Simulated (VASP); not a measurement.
# SnSe under changes of volume

One of the cells (27.195 Å³/atom); the others are scaled copies at fixed shape and fractional positions:

```xyz
2
Lattice="0.0000 3.0072 3.0072 3.0072 0.0000 3.0072 3.0072 3.0072 0.0000" Properties=species:S:1:pos:R:3 pbc="T T T"
Sn    3.0072    3.0072    6.0144
Se    3.0072    3.0072    3.0072
```

Measurements of this composition are mostly on another form, of space group No. 62.

| Property | Result |
| --- | --- |
| Program | VASP 6.6.1 |
| Functional | r2SCAN |
| Potentials or basis | VASP PAW PBE potentials, release 64 (Sn_d, Se) |
| Cutoff | 520 eV |
| k mesh | 8 × 8 × 8 |
| Occupations | gaussian, width 0.02 eV |
| Spin | no spin polarisation |

| volume (Å³/atom) | energy over the lowest point (meV/atom) | pressure (GPa) | gap on the mesh (eV) |
| --- | --- | --- | --- |
| 26.107 | ? | ? | ? |
| 26.651 | 2.11 | 1.1 | 0.56 |
| 27.195 | 0.00 | 0.0 | 0.47 |
| 27.739 | 1.54 | -1.0 | 0.38 |
| 28.283 | 6.38 | -1.9 | 0.29 |

Question: What does the run at 26.107 Å³/atom give?

Answer: Energy over the lowest point 8.28 meV/atom; pressure 2.4 GPa; gap on the mesh 0.66 eV.

Worked out: A Birch-Murnaghan fit of order 2 (a polynomial in V^(-2/3)) to the other rows has its minimum at 27.23 Å³/atom with B0 = V·E''(V) = 53 GPa. It gives 8.25 meV/atom at 26.107 Å³/atom, against the run's 8.28, and -dE/dV = 2.4 GPa, against 2.4. A straight line through the other rows of the gap, of slope -4.54 eV per unit of ln V (its deformation potential), extrapolates to 0.65 eV, against the run's 0.66.

Energies are extrapolated to zero smearing.

Caveats: the PAW data sets were made with another functional, which shifts forces and pressure a little; spin-orbit coupling is left out, which moves the levels of the heavy elements.

A mesh can miss the band edges.
